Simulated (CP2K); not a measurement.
**Cl under changes of volume**

One of the cells (29.048 Å³/atom); the others are scaled copies at fixed shape and fractional positions:

```
Cl
1.0
     3.86698    0.00000    0.00000
     1.24866    3.65983    0.00000
     0.00000    0.00000    8.21000
Cl
4
Direct
  0.37000 0.63000 0.40000
  0.13000 0.87000 0.90000
  0.63000 0.37000 0.60000
  0.87000 0.13000 0.10000
```

| Item | Value |
| --- | --- |
| Program | CP2K 2026.2 |
| Functional | PBEsol |
| Potentials or basis | POTENTIAL_UZH Cl GTH-PBE-q7; TZVP-MOLOPT-PBE-GTH basis |
| Density cutoff | 6123 eV |
| k mesh | 7 × 7 × 4 |
| Occupations | fermi-dirac, width 0.05 eV |
| Spin | no spin polarisation |

```tsv
volume (Å³/atom)	energy over the lowest point (meV/atom)	pressure (GPa)	gap on the mesh (eV)	largest force (eV/Å)
27.305	?	?	?	?
27.886	2.15	0.9	2.55	0.744
28.467	0.00	0.3	2.48	0.459
29.048	0.17	-0.3	2.42	0.204
29.629	2.40	-0.9	2.35	0.119
30.210	6.48	-1.4	2.29	0.315
30.791	12.21	-1.8	2.22	0.524
```

Q: What does the run at 27.305 Å³/atom give?

A: Energy over the lowest point 6.90 meV/atom; pressure 1.7 GPa; gap on the mesh 2.62 eV; largest force 1.054 eV/Å.

Worked out: A Birch-Murnaghan fit of order 3 (a polynomial in V^(-2/3)) to the other rows has its minimum at 28.71 Å³/atom with B0 = V·E''(V) = 30 GPa and B' = 4.6 at fixed shape and positions, which overstates the stiffness. It gives 6.89 meV/atom at 27.305 Å³/atom, against the run's 6.90, and -dE/dV = 1.7 GPa, against 1.7. A straight line through the other rows of the gap, of slope -3.3 eV per unit of ln V, extrapolates to 2.62 eV, against the run's 2.62.

Energies are extrapolated to zero smearing.

Caveats: the potentials were made for another functional, which shifts forces and pressure; an odd mesh through Γ misses points on the zone boundary, where band edges often lie; the basis of atomic orbitals isn't converged, which shifts pressures, moduli and gaps.
